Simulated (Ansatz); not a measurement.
Runs of Ansatz 0.2.0 on GaSb. The structure is orthorhombic, space group Immm (No. 71). The conventional cell has a = 3.112 Å, b = 5.350 Å, c = 5.787 Å, α = 90.00°, β = 90.00°, γ = 90.00°. Around Sb (site symmetry mmm) lie 6 Ga at 2.89 to 3.09 Å and 2 Sb at 3.11 Å. Ga (site symmetry mmm) has 6 Sb at 2.89 to 3.09 Å and 2 Ga at 3.11 Å as nearest neighbours. Measurements of this composition are mostly on another form, of space group No. 216.

| task | potentials or basis | spin | cell | cutoff (eV) | pressure (GPa) | relaxed volume (Å³/atom) |
| --- | --- | --- | --- | --- | --- | --- |
| relaxation of cell and atoms | all-electron LAPW, scalar-relativistic | off | relaxed | - | 0.0 | 22.12 |
| band structure | all-electron LAPW, scalar-relativistic | off | as given | 223 | -4.7 | - |
| band structure | all-electron LAPW, relativistic spinors | SOC, no magnetisation | as given | 223 | (a) | - |
| relaxation of cell and atoms | all-electron LAPW, relativistic spinors | SOC, no magnetisation | relaxed | - | 0.0 | 22.17 |

Alike in all rows: level LDA; k mesh 7 × 7 × 7; smearing fermi-dirac 0.05 eV; basis error allowed 0.001 eV/atom.

Q: Fill in the values left out.

A: (a) -4.5.

Caveats: the k mesh is thin for a metal, which can move the energy by tens of meV per atom.
